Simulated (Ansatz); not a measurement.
Runs of Ansatz 0.2.0 on WC (Qusongite). The structure is hexagonal, space group P-6m2 (No. 187). The conventional cell has a = 2.907 Å, b = 2.907 Å, c = 2.837 Å, α = 90.00°, β = 90.00°, γ = 120.00°. Around W (site symmetry -6m2) lie 6 C at 2.20 Å. C (site symmetry -6m2) is surrounded by 6 W at 2.20 Å. 

```csv
task,level,potentials or basis,cell,cutoff (eV),smearing,basis error allowed,gap on the mesh (eV),pressure (GPa)
band structure,PBEsol,all-electron PAW datasets made for the crystal,as given,340,fermi-dirac 0.05 eV,-,-,-3.4
single point,PBE,"all-electron LAPW, scalar-relativistic",as given,335,gaussian 0.016 eV,0.001 eV/atom,none,5.7
band structure,LDA,"all-electron LAPW, scalar-relativistic",as given,335,fermi-dirac 0.05 eV,0.001 eV/atom,-,(a)
single point,PBE,"all-electron LAPW, scalar-relativistic",as given,335,gaussian 0.027 eV,0.001 eV/atom,none,5.7
relaxation of cell and atoms,PBE+D4,"all-electron LAPW, scalar-relativistic",relaxed,-,fermi-dirac 0.05 eV,0.001 eV/atom,-,0.0
```

Alike in all rows: no spin polarisation; k mesh 10 × 10 × 9.

Estimate the missing entries.

(a) -9.7.

A k mesh can miss the band edges, and the runs leave out spin-orbit coupling on W.

A gap of «none» marks a metal or a gap under the smearing width.

Not every run made on this cell is shown here.
